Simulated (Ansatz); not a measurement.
The elements of this relaxed trial crystal are hidden behind letters.

```
lattice vectors (Å)
   0.0000    2.2406    2.2406
   2.2406    0.0000    2.2406
   2.2406    2.2406    0.0000
fractional positions
X 0.0000 0.0000 0.0000
Z 0.7500 0.7500 0.7500
```

Method: DFT PBE, scalar-relativistic, plane waves, PAW in Ansatz 0.2.0. Settings of the last relaxation (2-atom cell): 420 eV, 22×22×22 k points, Gaussian smearing of 0.10 eV, collinear spin.

| Quantity | Value |
| --- | --- |
| Space group | F-43m (No. 216) |
| Conventional cell | a = 4.481 Å |
| Volume per atom | 11.25 Å³ |
| Density | 5.51 g/cm³ |
| Energy over the elements | −0.56 eV/atom |
| Gap on the 22×22×22 mesh of the 2-atom cell | 0 eV (a metal) |
| Net moment per atom | 0.97 μB |

Energies are uncorrected and count from the elements' standard states at the same level.

Task: X is a d-block element of period 4 and Z is a p-block element of period 2. Which elements are they?

Result: X = Ni, Z = O, so the formula is NiO, here in the zinc blende type. Density times volume gives a mean mass of 5.51 × 11.25/1.6605 = 37.3 u per atom, and this set has 37.3 u. Ni has 4 O at 1.94 Å; around O lie 4 Ni at 1.94 Å. Other sets within the hints have nearly the same mass, so mass alone doesn't settle it; this one was computed.

In such compounds of Ni a zero gap at this level may well be an artefact, since no Hubbard U is applied. The magnetic state reached may not be the lowest. A structure relaxed within its symmetry needn't be a true minimum.
